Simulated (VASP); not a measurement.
# CdS (Greenockite) (P6_3mc) in VASP: settings compared

One crystal, CdS (Greenockite), is run at these levels: PBE, HSE06; tasks: single point.

All numbers are computed with VASP 6.6.1; they aren't measurements. Logs are shortened: lines on timing, memory, paths and dates and some standing lists are left out, and cuts for length are marked.

**What was measured.**

From “Isotope dependence of band-gap energy”, 2008, arxiv:0807.2152, for a bulk crystal of CdS: band gap 2.5809 ± 0.0002 eV.

The results are compared with them further down.

**1. The structure**

The structure is hexagonal, space group P6_3mc (No. 186). Conventional cell: a = 4.150 Å, b = 4.150 Å, c = 6.737 Å, α = 90.00°, β = 90.00°, γ = 120.00°. Cd (site symmetry 3m) has 4 S at 2.53 to 2.54 Å as nearest neighbours. Around S (site symmetry 3m) lie 4 Cd at 2.53 to 2.54 Å.

**2. Single point, PBE**

Contents of INCAR:

```
SYSTEM = CdS
ALGO     = Fast           ! electronic algorithm
EDIFF    = 1E-6           ! SCF threshold, eV
ENCUT    = 520            ! plane-wave cutoff, eV
GGA      = PE             ! functional
ISIF     = 2              ! what is computed and relaxed
ISMEAR   = 0              ! smearing method
LASPH    = .True.         ! aspherical terms in the spheres
LCHARG   = .False.        ! write CHGCAR
LREAL    = .False.        ! projectors in reciprocal space
LWAVE    = .False.        ! write WAVECAR
NELM     = 100            ! most SCF steps
PREC     = Accurate       ! precision mode
SIGMA    = 0.012          ! smearing width, eV
```

Contents of KPOINTS:

```
k-points
0
Gamma
  7 7 4
  0 0 0
```

Contents of POSCAR:

```
CdS
1.0
    4.1500000000      0.0000000000      0.0000000000
   -2.0750000000      3.5940054257      0.0000000000
    0.0000000000      0.0000000000      6.7370000000
Cd S
2 2
Direct
    0.6666666667      0.3333333333      0.5000000000
    0.3333333333      0.6666666667      0.0000000000
    0.6666666667      0.3333333333      0.8750000000
    0.3333333333      0.6666666667      0.3750000000
```

Potentials or basis: VASP PAW PBE potentials, release 64 (Cd, S).

Launch:

```bash
cat potpaw_PBE.64/Cd/POTCAR potpaw_PBE.64/S/POTCAR > POTCAR
mpirun -np 1 vasp_std > vasp.out
```

OUTCAR:

```text
SYSTEM = CdS
   EDIFF = 1E-6
   ENCUT = 520
   GGA = PE
   ISIF = 2
   ISMEAR = 0
   LASPH = .True.
   LREAL = .False.
   NELM = 100
   PREC = Accurate

 ion  position               nearest neighbor table
   1  0.667  0.333  0.500-   3 2.53   4 2.54   4 2.54   4 2.54
   2  0.333  0.667  0.000-   4 2.53   3 2.54   3 2.54   3 2.54
   3  0.667  0.333  0.875-   1 2.53   2 2.54   2 2.54   2 2.54
   4  0.333  0.667  0.375-   2 2.53   1 2.54   1 2.54   1 2.54

  LATTYP: Found a hexagonal cell.
 ALAT       =     4.1500000000
 C/A-ratio  =     1.6233734940

  Lattice vectors:

 A1 = (   4.1500000000,   0.0000000000,   0.0000000000)
 A2 = (  -2.0750000000,   3.5940054257,   0.0000000000)
 A3 = (   0.0000000000,   0.0000000000,   6.7370000000)

Analysis of symmetry for initial positions (statically):
=====================================================================
 Subroutine PRICEL returns:
 Original cell was already a primitive cell.

 Routine SETGRP: Setting up the symmetry group for a
 hexagonal supercell.

 Subroutine GETGRP returns: Found 12 space group operations
 (whereof  6 operations were pure point group operations)
 out of a pool of 24 trial point group operations.

The static configuration has the point symmetry C_3v.
 The point group associated with its full space group is C_6v.

Analysis of symmetry for dynamics (positions and initial velocities):
=====================================================================
 Subroutine PRICEL returns:
 Original cell was already a primitive cell.

 Routine SETGRP: Setting up the symmetry group for a
 hexagonal supercell.

 Subroutine GETGRP returns: Found 12 space group operations
 (whereof  6 operations were pure point group operations)
 out of a pool of 24 trial point group operations.

The dynamic configuration has the point symmetry C_3v.
 The point group associated with its full space group is C_6v.

 Subroutine INISYM returns: Found 12 space group operations
 (whereof  6 operations are pure point group operations),
 and found     1 'primitive' translations

----------------------------------------------------------------------------------------

                                     Primitive cell
[... 90 lines left out ...]
   LSORBIT =      F    spin-orbit coupling
   LASPH  =      T    aspherical Exc in radial PAW
   ENCUT  =  520.0 eV  38.22 Ry    6.18 a.u.   7.72  7.72 12.53*2*pi/ulx,y,z
   NELM   =    100;   NELMIN=  2; NELMDL= -5     # of ELM steps
   EDIFF  = 0.1E-05   stopping-criterion for ELM
   LREAL  =      F    real-space projection
   EDIFFG = 0.1E-04   stopping-criterion for IOM
   NSW    =      0    number of steps for IOM
   IBRION =     -1    ionic relax: 0-MD 1-quasi-New 2-CG
   NFREE  =      0    steps in history (QN), initial steepest desc. (CG)
   ISIF   =      2    stress and relaxation
   ISYM   =      2    0-nonsym 1-usesym 2-fastsym
   POTIM  = 0.5000    time-step for ionic-motion
   TEBEG  =    0.0;   TEEND  =   0.0 temperature during run
   PSTRESS=    0.0 pullay stress
   NELECT =      36.0000    total number of electrons
   NUPDOWN=      -1.0000    fix difference up-down
   EMIN   =  10.00;   EMAX   =-10.00  energy-range for DOS
   EFERMI =   0.00;   METHOD = LEGACY
   ISMEAR =     0;   SIGMA  =   0.01  broadening in eV -4-tet -1-fermi 0-gaus
   EFERMI_NEDOS =   21; number of points for ismear=-14 and -15
   IALGO  =     68    algorithm
   IMIX   =      4    mixing-type and parameters
     AMIX     =   0.40;   BMIX     =  1.00
     AMIX_MAG =   1.60;   BMIX_MAG =  1.00
  volume/ion in A,a.u.               =      25.12       169.52
  Fermi-wavevector in a.u.,A,eV,Ry     =   1.162727  2.197236 18.394190  1.351935
  Thomas-Fermi vector in A             =   2.299285
   LORBIT       =      0    0 simple, 1 ext, 2 COOP (PROOUT), +10 PAW based schemes
   GGA     = PE    functional components
   LHFCALC =     F    Hartree Fock is set to
   AEXX    =    0.0000 exact exchange contribution
   IVDW    =     0    specifies the selected vdW correction
   LEPSILON=     F    determine dielectric tensor
   LRPA    =     F    only Hartree local field effects (RPA)
 non-spin polarized calculation
 RMM-DIIS sequential band-by-band and
 Gauss-broadening in eV      SIGMA  =   0.01
  energy-cutoff  :      520.00
  volume of cell :      100.48
 maximum number of plane-waves:      2731
 NGX is ok and might be reduce to    32
   NGX = 15   NGY = 15   NGZ = 25

 number of electron      35.9999997 magnetization

 Free energy of the ion-electron system (eV)
  ---------------------------------------------------
  ext. energy  EPLUGINS =         0.00000000
  ---------------------------------------------------
  free energy    TOTEN  =       -12.26714742 eV

  energy without entropy =      -12.26714742  energy(sigma->0) =      -12.26714742

 E-fermi :   1.2568     XC(G=0):  -9.0850

 val. band max:        1.2057344908   @ k =   0.0000   0.0000   0.0000
 cond. band min:       2.4044937141   @ k =   0.0000   0.0000   0.0000
 fundamental gap:      1.1987592233
 Fermi energy:         1.2568305890

 k-point     1 :       0.0000    0.0000    0.0000
  band No.  band energies     occupation
      1     -11.0908      2.00000
      2     -10.6661      2.00000
      3      -6.4678      2.00000
      4      -6.4458      2.00000
      5      -6.4458      2.00000
      6      -6.3604      2.00000
[... 589 lines left out ...]
     21       7.2252      0.00000
     22       7.2256      0.00000

------------------------ aborting loop because EDIFF is reached ----------------------------------------

  FORCE on cell =-STRESS in cart. coord.  units (eV):
  Direction    XX          YY          ZZ          XY          YZ          ZX
  --------------------------------------------------------------------------------------
  -------------------------------------------------------------------------------------
  Total        1.3776744      1.3776744      1.7898323      0.0000000      0.0000000      0.0000000
  in kB       21.9666487     21.9666487     28.5383953      0.0000000      0.0000000      0.0000000
  external PRESSURE =      24.1572309 kB  Pullay stress =       0.0000000 kB

 VOLUME and BASIS-vectors are now :
 -----------------------------------------------------------------------------
  energy-cutoff  :      520.00
  volume of cell :      100.48
      direct lattice vectors                 reciprocal lattice vectors
     4.150000000  0.000000000  0.000000000     0.240963855  0.139120547  0.000000000
    -2.075000000  3.594005426  0.000000000     0.000000000  0.278241094  0.000000000
     0.000000000  0.000000000  6.737000000     0.000000000  0.000000000  0.148434021

 POSITION                                       TOTAL-FORCE (eV/Angst)
 -----------------------------------------------------------------------------------
      2.07500      1.19800      3.36850         0.000000      0.000000     -0.069403
     -0.00000      2.39600      0.00000         0.000000     -0.000000     -0.069403
      2.07500      1.19800      5.89487         0.000000     -0.000000      0.069403
     -0.00000      2.39600      2.52637        -0.000000      0.000000      0.069403
 -----------------------------------------------------------------------------------
    total drift:                               -0.000000     -0.000000     -0.000457

  FREE ENERGIE OF THE ION-ELECTRON SYSTEM (eV)
  ---------------------------------------------------
  free  energy   TOTEN  =       -12.2671474178 eV

  energy  without entropy=      -12.2671474178  energy(sigma->0) =      -12.26714742
```

OSZICAR:

```text
N       E                     dE             d eps       ncg     rms          rms(c)
DAV:   1     0.249946902717E+03    0.24995E+03   -0.17902E+04  1056   0.151E+03
DAV:   2     0.111328209951E+01   -0.24883E+03   -0.24330E+03  1176   0.360E+02
DAV:   3    -0.131881877813E+02   -0.14301E+02   -0.14229E+02  1278   0.853E+01
DAV:   4    -0.133528344947E+02   -0.16465E+00   -0.16457E+00  1218   0.918E+00
DAV:   5    -0.133556721259E+02   -0.28376E-02   -0.28375E-02  1320   0.118E+00    0.112E+01
RMM:   6    -0.122925383960E+02    0.10631E+01   -0.25106E+00  1056   0.850E+00    0.937E+00
RMM:   7    -0.122760230529E+02    0.16515E-01   -0.10329E+00  1083   0.455E+00    0.331E+00
RMM:   8    -0.122656046213E+02    0.10418E-01   -0.69070E-02  1134   0.154E+00    0.164E+00
RMM:   9    -0.122677218935E+02   -0.21173E-02   -0.22242E-02  1189   0.105E+00    0.498E-01
RMM:  10    -0.122668790940E+02    0.84280E-03   -0.47533E-03  1227   0.503E-01    0.120E-01
RMM:  11    -0.122672093758E+02   -0.33028E-03   -0.17900E-03  1198   0.255E-01    0.108E-01
RMM:  12    -0.122671369246E+02    0.72451E-04   -0.31852E-04  1194   0.113E-01    0.229E-02
RMM:  13    -0.122671471215E+02   -0.10197E-04   -0.70506E-05  1241   0.527E-02    0.122E-02
RMM:  14    -0.122671482599E+02   -0.11384E-05   -0.14943E-05  1179   0.283E-02    0.178E-02
RMM:  15    -0.122671474178E+02    0.84212E-06   -0.44707E-06   912   0.170E-02
   1 F= -.12267147E+02 E0= -.12267147E+02  d E =-.923273E-12
```

stdout:

```text
POSCAR found type information on POSCAR CdS
 POSCAR found :  2 types and       4 ions
 scaLAPACK will be used
 LDA part: xc-table for (Slater+PW92), standard interpolation
 POSCAR, INCAR and KPOINTS ok, starting setup
 FFT: planning ... GRIDC
 FFT: planning ... GRID_SOFT
 FFT: planning ... GRID
 WAVECAR not read
 entering main loop
```

It took 23 s on 1 thread of Intel Xeon 6975P-C (Granite Rapids), shared host; peak memory 0.23 GiB.

What came out:

- Free energy: -12.2671 eV
- Pressure: 2.4 GPa
- Largest force: 0.069 eV/Å
- Band gap on the k mesh: 1.20 eV, direct

Forces in eV/Å, atoms in the order of the input:
```
Cd   0.000  0.000 -0.069
Cd   0.000  0.000 -0.069
S    0.000  0.000  0.069
S    0.000  0.000  0.069
```

Stress tensor (GPa, compression positive):
```
2.20 0.00 0.00
0.00 2.20 0.00
0.00 0.00 2.85
```

Levels at points of the mesh, in eV from the valence-band top:
| k point | band 14 | band 15 | band 16 | band 17 | band 18 | band 19 | band 20 | band 21 | band 22 |
| --- | --- | --- | --- | --- | --- | --- | --- | --- | --- |
| (0.00, 0.00, 0.00) | -0.76 | -0.76 | -0.04 | 0.00 | 0.00 | 1.20 | 2.79 | 6.47 | 6.48 |
| (0.00, 0.00, 0.50) | -2.45 | -0.39 | -0.39 | -0.39 | -0.39 | 2.84 | 2.84 | 6.20 | 6.20 |

**3. Single point, HSE06**

POSCAR is that of step 2.

Contents of INCAR.step1:

```
SYSTEM = CdS
ALGO = Normal
EDIFF = 1E-5
ENCUT = 600
GGA = PE
ISIF = 2
ISMEAR = 0
LASPH = .TRUE.
LCHARG = .FALSE.
LREAL = .FALSE.
LWAVE = .TRUE.
NBANDS = 26
NELM = 100
NKRED = 1
PREC = Accurate
SIGMA = 0.01
```

Contents of INCAR.step2:

```
SYSTEM = CdS
ALGO = Normal
EDIFF = 1E-6
ENCUT = 600
GGA = PE
HFSCREEN = 0.2
ISIF = 2
ISMEAR = 0
ISTART = 1
LASPH = .TRUE.
LCHARG = .FALSE.
LHFCALC = .TRUE.
LREAL = .FALSE.
LWAVE = .FALSE.
NBANDS = 26
NELM = 100
NKRED = 1
PREC = Accurate
PRECFOCK = Fast
SIGMA = 0.01
```

Contents of KPOINTS:

```
k-points
0
G
  5 5 3
  0 0 0
```

Potentials or basis: VASP PAW PBE potentials, release 64 (Cd, S).

Launch:

```bash
cat potpaw_PBE.64/Cd/POTCAR potpaw_PBE.64/S/POTCAR > POTCAR
cp INCAR.step1 INCAR
mpirun -np 1 vasp_std > vasp.out
cp INCAR.step2 INCAR
mpirun -np 1 vasp_std > vasp.out
```

OUTCAR:

```text
SYSTEM = CdS
   EDIFF = 1E-6
   ENCUT = 600
   GGA = PE
   HFSCREEN = 0.2
   ISIF = 2
   ISMEAR = 0
   ISTART = 1
   LASPH = .TRUE.
   LHFCALC = .TRUE.
   LREAL = .FALSE.
   NELM = 100
   NKRED = 1
   PREC = Accurate
   PRECFOCK = Fast

 Found     10 irreducible k-points:

 Following reciprocal coordinates:
            Coordinates               Weight
  0.000000  0.000000  0.000000      1.000000
  0.200000 -0.000000  0.000000      6.000000
  0.400000 -0.000000  0.000000      6.000000
  0.200000  0.200000  0.000000      6.000000
  0.400000  0.200000  0.000000      6.000000
  0.000000  0.000000  0.333333      2.000000
   k-points           NKPTS =     10   k-points in BZ     NKDIM =     75   number of bands    NBANDS=     26
   number of dos      NEDOS =    301   number of ions     NIONS =      4
   total plane-waves  NPLWV =  69984
   dimension x,y,z NGX =    36 NGY =   36 NGZ =   54
   dimension x,y,z NGXF=    72 NGYF=   72 NGZF=  108
   ions per type =               2   2
   NGX,Y,Z   is equivalent  to a cutoff of  14.42, 14.42, 13.33 a.u.
[... 66 lines left out ...]

  energy without entropy =      -15.28298748  energy(sigma->0) =      -15.28298748

 E-fermi :   0.6023     XC(G=0):  -7.5287

 val. band max:        0.5452235959   @ k =   0.0000   0.0000   0.0000
 cond. band min:       2.7874408901   @ k =   0.0000   0.0000   0.0000
 fundamental gap:      2.2422172941
 Fermi energy:         0.6023097033

 k-point     1 :       0.0000    0.0000    0.0000
  band No.  band energies     occupation
      1     -12.9444      2.00000
      2     -12.4918      2.00000
      3      -8.2605      2.00000
      4      -8.2388      2.00000
      5      -8.2388      2.00000
      6      -8.1522      2.00000
[... 163 lines left out ...]
     25       8.8824      0.00000
     26       8.8824      0.00000

 [... further k-points ...]

------------------------ aborting loop because EDIFF is reached ----------------------------------------

  FORCE on cell =-STRESS in cart. coord.  units (eV):
  Direction    XX          YY          ZZ          XY          YZ          ZX
  --------------------------------------------------------------------------------------
  -------------------------------------------------------------------------------------
  Total        0.6437093      0.6437093      0.9839406      0.0000000      0.0000000      0.0000000
  in kB       10.2637726     10.2637726     15.6886687      0.0000000      0.0000000      0.0000000
  external PRESSURE =      12.0720713 kB  Pullay stress =       0.0000000 kB

 VOLUME and BASIS-vectors are now :
 -----------------------------------------------------------------------------
  energy-cutoff  :      600.00
  volume of cell :      100.48
      direct lattice vectors                 reciprocal lattice vectors
     4.150000000  0.000000000  0.000000000     0.240963855  0.139120547  0.000000000
    -2.075000000  3.594005426  0.000000000     0.000000000  0.278241094  0.000000000
     0.000000000  0.000000000  6.737000000     0.000000000  0.000000000  0.148434021

 POSITION                                       TOTAL-FORCE (eV/Angst)
 -----------------------------------------------------------------------------------
      2.07500      1.19800      3.36850         0.000000      0.000000     -0.071315
     -0.00000      2.39600      0.00000        -0.000000      0.000000     -0.071315
      2.07500      1.19800      5.89487        -0.000000      0.000000      0.071315
     -0.00000      2.39600      2.52637         0.000000     -0.000000      0.071315
 -----------------------------------------------------------------------------------
    total drift:                                0.000000     -0.000000     -0.000723

  FREE ENERGIE OF THE ION-ELECTRON SYSTEM (eV)
  ---------------------------------------------------
  free  energy   TOTEN  =       -15.2829874842 eV

  energy  without entropy=      -15.2829874842  energy(sigma->0) =      -15.28298748
```

OSZICAR.step1:

```text
N       E                     dE             d eps       ncg     rms          rms(c)
DAV:   1     0.267012653236E+03    0.26701E+03   -0.18908E+04   520   0.142E+03
DAV:   2     0.172928617217E+01   -0.26528E+03   -0.25441E+03   572   0.336E+02
DAV:   3    -0.131805579603E+02   -0.14910E+02   -0.14812E+02   622   0.790E+01
DAV:   4    -0.133495023014E+02   -0.16894E+00   -0.16874E+00   600   0.801E+00
DAV:   5    -0.133519842001E+02   -0.24819E-02   -0.24818E-02   610   0.990E-01    0.112E+01
DAV:   6    -0.122821604975E+02    0.10698E+01   -0.19306E+00   686   0.142E+01    0.883E+00
DAV:   7    -0.122620921323E+02    0.20068E-01   -0.73332E-01   560   0.454E+00    0.398E+00
DAV:   8    -0.122592242782E+02    0.28679E-02   -0.88885E-02   554   0.296E+00    0.545E-01
DAV:   9    -0.122579644118E+02    0.12599E-02   -0.14803E-02   560   0.151E+00    0.162E-01
DAV:  10    -0.122581693064E+02   -0.20489E-03   -0.12673E-03   568   0.362E-01    0.117E-01
DAV:  11    -0.122583171522E+02   -0.14785E-03   -0.27854E-04   590   0.116E-01    0.866E-02
DAV:  12    -0.122583240264E+02   -0.68742E-05   -0.14559E-04   554   0.871E-02    0.161E-02
DAV:  13    -0.122583271379E+02   -0.31115E-05   -0.16709E-05   500   0.269E-02
   1 F= -.12258327E+02 E0= -.12258327E+02  d E =-.395727E-13
```

Wall time 24 min (1 thread of AMD EPYC 7R13 (Zen 3), shared host); peak memory 0.34 GiB.

These settings aren't checked as converged: the numbers below hold their error.

What came out:

- Free energy: -15.2830 eV
- Pressure: 1.2 GPa
- Largest force: 0.071 eV/Å
- Band gap on the k mesh: 2.24 eV, direct

Caveat: the PAW data sets were made with another functional, which shifts forces and pressure a little.

**4. Single point, HSE06**

POSCAR is that of step 3.

Edit INCAR.step1 of step 3 so:

```diff
@@ -3,3 +3,3 @@
 EDIFF = 1E-5
-ENCUT = 600
+ENCUT = 250
 GGA = PE
```

Edit INCAR.step2 of step 3 so:

```diff
@@ -3,3 +3,3 @@
 EDIFF = 1E-6
-ENCUT = 600
+ENCUT = 250
 GGA = PE
```

Contents of KPOINTS:

```
k-points
0
G
  3 3 2
  0 0 0
```

Launch:

```bash
cat potpaw_PBE.64/Cd/POTCAR potpaw_PBE.64/S/POTCAR > POTCAR
cp INCAR.step1 INCAR
mpirun -np 1 vasp_std > vasp.out
cp INCAR.step2 INCAR
mpirun -np 1 vasp_std > vasp.out
```

Wall time 2.1 min (1 thread of AMD EPYC 7R13 (Zen 3), shared host); peak memory 0.22 GiB.

The run converged, but a check on its numbers failed (symmetry, net force, bounds or a known fault of this set-up), so they aren't taken as properties of the crystal.

Caveat: the k mesh is coarse (spacing up to 0.58 Å⁻¹), so the values aren't converged, least of all with exact exchange; the cutoff lies under the usual one of these potentials, so the numbers hold a large basis-set error; the PAW data sets were made with another functional, which shifts forces and pressure a little.

**5. The reference run**

An earlier run on the cell as given: functional PBEsol; potentials or basis VASP PAW PBE potentials, release 64 (Cd, S); cutoff 520 eV; k mesh 7 × 7 × 4; occupations fermi-dirac, width 0.05 eV; no spin polarisation.

- Pressure: -0.6 GPa
- Largest force: 0.067 eV/Å
- Band gap on the k mesh: 1.06 eV, direct

**6. Comparison with measurements**

Step 2. A measured gap of CdS is 2.5809 eV (quoted in “Isotope dependence of band-gap energy”, 2008, arxiv:0807.2152); the calculated 1.20 eV misses it by -1.38 eV. So large a miss can be the level of theory's own, or it may mean another phase, state or a wrong row. Spin-orbit coupling on Cd is left out. The value is that of PBE, without temperature or zero-point motion. Semilocal functionals fall short of measured gaps as a rule.
